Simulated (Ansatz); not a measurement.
Wanted: the native input for an Ansatz 0.2.0 run.

| Property | Result |
| --- | --- |
| Task | single point |
| Functional | PBE |
| Potentials or basis | Ansatz PAW |
| Cutoff | 420 eV (not typed: the program's choice for these potentials) |
| k mesh | 11 × 11 × 11 |
| Occupations | gaussian, width 0.02 eV |
| Spin | no spin polarisation |

Crystal: Nb.

```
CELL_PARAMETERS angstrom
-1.66395 1.66395 1.66395
1.66395 -1.66395 1.66395
1.66395 1.66395 -1.66395
ATOMIC_POSITIONS crystal
Nb 0.00000 0.00000 0.00000
```

The input as run:

input.yaml

```yaml
crystal:
  lattice:
    - [-1.66395, 1.66395, 1.66395]
    - [1.66395, -1.66395, 1.66395]
    - [1.66395, 1.66395, -1.66395]
  atoms:
    - { symbol: Nb, position: [0.0, 0.0, 0.0] }
hamiltonian:
  xc: pbe
  pseudopotentials: { kind: paw }
kpoints:
  mp_grid: { grid: [11, 11, 11] }
scf:
  occupations: { method: gaussian, width: 0.02 }
output:
  forces: true
  stress: true
  eigenvalues: true
  write_density: true
  write_potential: true
  elf: true
  volumetric_format: npy
```

Potentials or basis: Ansatz PAW.

Launch:

```sh
$ ansatz run input.yaml --threads 2 --pin off --max-ram 5632MiB --backend cpu --events-out ev --progress --plain --runs-dir out
```

It gave:

| Item | Value |
| --- | --- |
| Pressure | -1.7 GPa |
| Band gap on the k mesh | none (metal or under the smearing width) |

Wall time 0.86 s on 2 threads of Intel(R) Xeon(R) Processor @ 2.70GHz (shared host), peak memory 0.29 GiB.
